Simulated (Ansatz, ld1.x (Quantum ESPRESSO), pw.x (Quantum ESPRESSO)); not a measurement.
# From atom to crystal: TM potential for technetium

* Element: Tc (Z = 43)
* Generator: ld1.x (Quantum ESPRESSO) 7.5
* Type: norm-conserving Troullier–Martins (Kleinman–Bylander form)
* Functional: PBE
* Relativity: scalar-relativistic
* Frozen core: [Kr]
* Valence charge: 7
* Reference configuration: 4d5 5s2 5p0
* Partial waves: 5p (bound, empty): rc 3.28 bohr; 4d (bound): rc 2.06 bohr; 5s (bound): rc 2.44 bohr
* Local potential: the s channel
* Core correction: a·sin(br)/r model core, default radius (core density twice the valence density)

Crystal test: bcc Tc in pw.x 7.5, no spin, 15³ k-points, Fermi–Dirac smearing 0.01 Ry, cutoffs 60/240 Ry. The reference is all-electron LAPW (Ansatz 0.2.0) with the same functional, mesh and smearing; V0 and B0 come from Birch–Murnaghan fits to the pressures at five volumes. Errors are pseudo minus all-electron; Δ is the rms difference of the E(V) curves that follow from these fits, minima aligned, over ±6 % about the mean V0. Mesh and smearing are coarse, so the numbers serve the comparison and aren't converged zero-temperature values; the lattice is a test structure that the element need not adopt.

All-electron: a0 = 3.083 Å (V0 = 14.65 Å³/atom), B0 = 289.0 GPa.

How far does the potential miss the all-electron equation of state?

mean pressure error (GPa): +19.89. The pressure does not cross zero within the volumes sampled, so no fit is given. The largest radius (3.28 bohr) exceeds half the bond length (2.52 bohr), so the spheres overlap, which is one possible source of error among others. This is a poor potential for the solid.

```csv
V (Å³/atom),P all-electron (GPa),P pseudo (GPa)
13.899,17.20,41.24
14.265,8.23,29.95
14.631,0.42,20.07
14.997,-6.37,11.46
15.363,-12.28,3.93
```

At the middle volume, how do free energy and pressure move when the wave cutoff is lowered (ecutrho kept at four times it)?

```json
{"cutoff (Ry)": "27", "shift of F (meV/atom)": "+3182.7", "shift of P (GPa)": "-139.53"}
{"cutoff (Ry)": "36", "shift of F (meV/atom)": "+290.9", "shift of P (GPa)": "-22.39"}
{"cutoff (Ry)": "48", "shift of F (meV/atom)": "+2.3", "shift of P (GPa)": "-0.34"}
```

The run at the middle volume (120 k-points, 7 iterations) took about 7.3 s on one core of a shared host (Neoverse-V2, 96 threads, 742 GiB, load 64).
